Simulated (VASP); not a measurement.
# MgO, self-consistent run: which settings are enough?

MgO, P1 (no. 1), 2 atoms in the cell. PBE; PAW potentials Mg, O (PBE set). VASP 6.6.1. The atoms are moved at random off their ideal places.

Wanted: energy within 1 meV/atom; forces within 0.005 eV/Å; pressure within 0.1 GPa.

POSCAR:
```
MgO
1.0
    0.0000000000      2.0970013927      2.0970013927
    2.0970013927      0.0000000000      2.0970013927
    2.0970013927      2.0970013927      0.0000000000
Mg O
1 1
Direct
   -0.0035920000     -0.0040530000      0.0095850000
    0.4991780000      0.5060980000      0.4910500000
```

## FFT grids and symmetry tolerance typed by hand

| FFT grids and symmetry tolerance typed by hand | Energy less reference (meV/atom) | Forces, largest deviation (eV/Å) | Pressure (GPa) | SCF iterations | Time (s) |
|---|---|---|---|---|---|
| default | 0.0 | 0.0000 | 5.27 | 11 | 28 |
| NGX, NGY, NGZ = 28, 28, 28 | 0.0 | 0.0001 | 5.27 | 11 | 71 |
| NGX, NGY, NGZ = 18, 18, 18 | 0.0 | 0.0003 | 5.27 | 11 | 20 |
| NGX, NGY, NGZ = 14, 14, 14 | -3.2 | 0.0003 | 5.47 | 11 | 14 |
| NGX, NGY, NGZ = 12, 12, 12 | -2.2 | 0.0009 | 4.40 | 11 | 9.9 |
| NGXF, NGYF, NGZF = 32, 32, 32 | 0.0 | 0.0000 | 5.28 | 11 | 38 |
| NGXF, NGYF, NGZF = 62, 62, 62 | 0.0 | 0.0001 | 5.27 | 11 | 27 |
| SYMPREC = 0.001 | 0.0 | 0.0000 | 5.27 | 11 | 33 |
| SYMPREC = 1e-08 | 0.0 | 0.0000 | 5.27 | 11 | 43 |
| EWALD_CUTOFF = 2.0 | -847.9 | 0.0247 | 32.29 | 11 | 23 |
| EWALD_CUTOFF = 8.0 | 0.0 | 0.0000 | 5.27 | 11 | 33 |

Chosen: default; no other choice that stays within half of the tolerance saves 30 % of the time.

## The input

INCAR:
```
ALGO     = Normal         # electronic algorithm
EDIFF    = 1E-7           # SCF threshold, eV
ENCUT    = 450            # plane-wave cutoff, eV
ISIF     = 2              # what is computed and relaxed
ISMEAR   = 0              # smearing method
LASPH    = T              # aspherical terms in the spheres
LCHARG   = F              # write CHGCAR
LREAL    = F              # projectors in reciprocal space
LWAVE    = F              # write WAVECAR
NELM     = 100            # most SCF steps
PREC     = Accurate       # precision mode
SIGMA    = 0.02           # smearing width, eV
```

KPOINTS:
```
k-points
0
Gamma
  9 9 9
```

Commands:
```
cat potpaw_PBE.64/Mg/POTCAR potpaw_PBE.64/O/POTCAR > POTCAR
mpirun -np 1 vasp_std > vasp.out
```

The chosen input took VASP 6.6.1 28 s on 1 core (Intel Xeon Platinum 8488C (Sapphire Rapids)), a shared host.

## An input that fails: an FFT grid typed too coarse

It runs to its end, but against the unchanged starting input it is off by 725.4 meV/atom in the energy, 0.2393 eV/Å in the forces, 23.69 GPa in the pressure.

Changes against the starting input:
```
+ NGX = 8
+ NGY = 8
+ NGZ = 8
```
